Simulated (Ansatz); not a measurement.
Structure relaxation of As

All numbers below come from DFT PBE, scalar-relativistic, plane waves, PAW (Ansatz 0.2.0). Cutoff 420 eV, Γ-centred k mesh, Gaussian smearing, no spin polarisation in the final step.

As was placed on the alpha-boron structure type (R-3m, No. 166), at a guessed volume.

```yaml
crystal:
  lattice:
    - [3.49599, 2.01841, 5.96206]
    - [-3.49599, 2.01841, 5.96206]
    - [0.00000, -4.03682, 5.96206]
  atoms:
    - { symbol: As, position: [0.01019, 0.65361, 0.01019] }
    - { symbol: As, position: [0.01019, 0.01019, 0.65361] }
    - { symbol: As, position: [0.65361, 0.01019, 0.01019] }
    - { symbol: As, position: [0.98981, 0.34639, 0.98981] }
    - { symbol: As, position: [0.34639, 0.98981, 0.98981] }
    - { symbol: As, position: [0.98981, 0.98981, 0.34639] }
    - { symbol: As, position: [0.22118, 0.63060, 0.22118] }
    - { symbol: As, position: [0.22118, 0.22118, 0.63060] }
    - { symbol: As, position: [0.63060, 0.22118, 0.22118] }
    - { symbol: As, position: [0.77882, 0.36940, 0.77882] }
    - { symbol: As, position: [0.36940, 0.77882, 0.77882] }
    - { symbol: As, position: [0.77882, 0.77882, 0.36940] }
```

Steps on the 3×3×3 mesh (12 atoms). 12 of 19 steps are shown, and the free energy counts from the last. Trial steps that were taken back and renewals of the plane-wave basis can be among the rows.

```tsv
step	ΔF (meV/atom)	V (Å³/atom)	P (GPa)	largest force component (eV/Å)
1	599.2	21.04	23.18	2.172
3	199.9	25.21	2.12	0.604
4	161.9	25.81	0.53	0.328
6	112.2	26.48	-0.27	0.307
8	91.5	25.67	-1.19	0.467
9	63.7	24.61	0.13	0.664
11	38.1	24.40	-0.15	0.388
12	25.3	23.91	0.40	0.172
14	27.1	23.29	0.73	0.252
16	2.7	23.70	0.97	0.019
17	0.6	24.32	-0.32	0.075
19	0.0	24.18	-0.02	0.023
```

Steps on the 6×6×6 mesh (12 atoms). 4 of 6 steps are shown, and the free energy counts from the last.

```
step  ΔF (meV/atom) V (Å³/atom) P (GPa) largest force component (eV/Å)
   1            2.5        24.18     0.05                           0.157
   2            1.1        24.08     0.23                           0.094
   3            0.1        23.91     0.19                           0.030
   6            0.0        23.96     0.01                           0.006
```

A final relaxation ran on a 6×6×6 mesh. The relaxed crystal, R-3m (No. 166):

Space group R-3m:H (No. 166). a = 8.338 Å, b = 8.338 Å, c = 14.325 Å, α = 90.00°, β = 90.00°, γ = 120.00°
```csv
atom,site,symmetry,x,y,z
As,18h,.m,0.1281,0.8719,0.9091
As,18h,.m,0.2266,0.7734,0.0578
```

| Quantity | Value |
| --- | --- |
| Volume per atom | 23.96 Å³ |
| Density | 5.19 g/cm³ |
| Energy over the standard structure | 0.33 eV/atom |
| Gap on the 6×6×6 mesh | 0 eV (a metal) |

Energies count from the standard state of As at the same level.

The final run used a 6×6×6 mesh on its 12-atom cell and 0.10 eV smearing. The k mesh leaves about 4 meV/atom of noise in metals.

Symmetry constrained the relaxation, so the result can be a saddle point.